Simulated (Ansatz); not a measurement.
# An Al vacancy and an O vacancy, 3.23 Å apart on the ideal sites in corundum Al2O3, 118 atoms, charge 0

All numbers come from Ansatz (PAW, plane waves, no spin–orbit coupling) at the single k point (¼, ¼, ¼) without its symmetry partners. The atoms were relaxed with PBEsol in a fixed cell; other functionals are single points on those atoms unless said otherwise. The valence top and gap of the host come from its small cell on a dense mesh, with the band extrema sought between the mesh points, lined up by the mean potential, PBEsol gap 6.03 eV, r²SCAN gap 7.03 eV.

Cell: a = 9.548 Å, b = 9.548 Å, c = 13.014 Å, α = 90.00°, β = 90.00°, γ = 120.00°.

Nearest atoms after relaxation, from the placed atom (for vacancies from the middle of the vacant sites): O at 1.49 Å, O at 1.82 Å, Al at 1.82 Å, O at 1.93 Å, Al at 2.30 Å, Al at 2.48 Å, O at 2.56 Å, O at 3.02 Å.

Chemical potentials μ are those of reference phases of the elements at zero temperature by the same functional (the usual solids, diamond for C, grey Sn, and the molecules H2, N2, O2, F2, Cl2, Br2 and S8).

| functional | E(defect) − E(host) − Σ nμ + q·E_VBM (eV) | monopole (eV) | alignment (eV) | formation energy at E_F = VBM (eV) | moment (μB) | wall time, shared host |
| --- | --- | --- | --- | --- | --- | --- |
| PBEsol | 14.13 | 0.00 | 0.00 | 14.13 | 1.0 | 10 s on NVIDIA GB200 (relaxation) |
| r²SCAN | 14.93 | 0.00 | 0.00 | 14.93 | 1.0 | 7.2 s on NVIDIA GB200 |

r²SCAN one-electron levels near the gap (the ten most localised at most), from the host's valence top:

```tsv
level (eV)	spin	filling	atoms sharing it	element of the atom with most weight
0.13	up	1.00	10.2	O
0.28	up	1.00	5.6	O
0.32	up	1.00	6.9	O
0.37	down	1.00	10.9	O
0.38	up	1.00	9.7	O
0.44	down	1.00	8.3	O
0.52	down	1.00	8.5	O
0.63	down	1.00	8.2	O
0.75	down	0.00	8.5	O
4.32	up	0.00	10.9	Al
```

PBEsol tends to spread a hole over several anions where a hybrid would trap it on one, and single points on PBEsol atoms lack that distortion.

All elements are taken at their own reference at once; growth conditions in equilibrium with the host shift these energies, by up to the host's formation enthalpy.

One k point and a cell of this size can leave errors of several tenths of an eV in such numbers.
